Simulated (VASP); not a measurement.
Set up this calculation in VASP 6.6.1, as the native input.

- Task: relaxation of the atoms
- Functional: PBE
- Potentials or basis: VASP PAW PBE potentials, release 64 (Rb_sv, Cl)
- Cutoff: 600 eV
- k mesh: 8 × 8 × 8
- Occupations: gaussian, width 0.03 eV
- Spin: no spin polarisation
- Further INCAR settings: ALGO = Normal; EDIFF = 1e-07; IBRION = 2; EDIFFG = -0.01; NSW = 40

The structure of RbCl lies in POSCAR:

```
RbCl                                    
1.0
    0.0000000000      3.2818361850      3.2818361850
    3.2818361850      0.0000000000      3.2818361850
    3.2818361850      3.2818361850      0.0000000000
  Rb              Cl            
     1     1
Direct
     0.0000000000000000    0.0000000000000000    0.0000000000000000
     0.5000000000000000    0.5000000000000000    0.5000000000000000
```

The cell isn't the ideal one: a relaxed cell with its volume scaled by 0.94.

One way to write it, as run:

INCAR

```
SYSTEM = RbCl
  PREC = Accurate
  ENCUT = 600
  EDIFF = 1E-7
  ISMEAR = 0
  SIGMA = 0.03
  LREAL = .FALSE.
  LASPH = .TRUE.
  NELM = 80
  ALGO = Normal
  ISIF = 2
  LWAVE = .FALSE.
  LCHARG = .FALSE.
  GGA = PE
  IBRION = 2
  NSW = 40
  EDIFFG = -0.01
```

KPOINTS

```
regular mesh
0
G
  8 8 8
  0 0 0
```

Potentials or basis: VASP PAW PBE potentials, release 64 (Rb_sv, Cl).

Command:

```sh
$ cat potpaw_PBE.64/Rb_sv/POTCAR potpaw_PBE.64/Cl/POTCAR > POTCAR
$ mpirun -np 1 vasp_std > vasp.out
```

It gave:

The pressure after relaxing is 1.0 GPa and the band gap on the k mesh is 5.02 eV, direct.

Caveat: the relaxation stopped at its first step, so nothing moved.

Wall time 15 s on 1 thread of Intel(R) Xeon(R) 6975P-C (Granite Rapids), with other jobs on the host, peak memory 0.24 GiB.
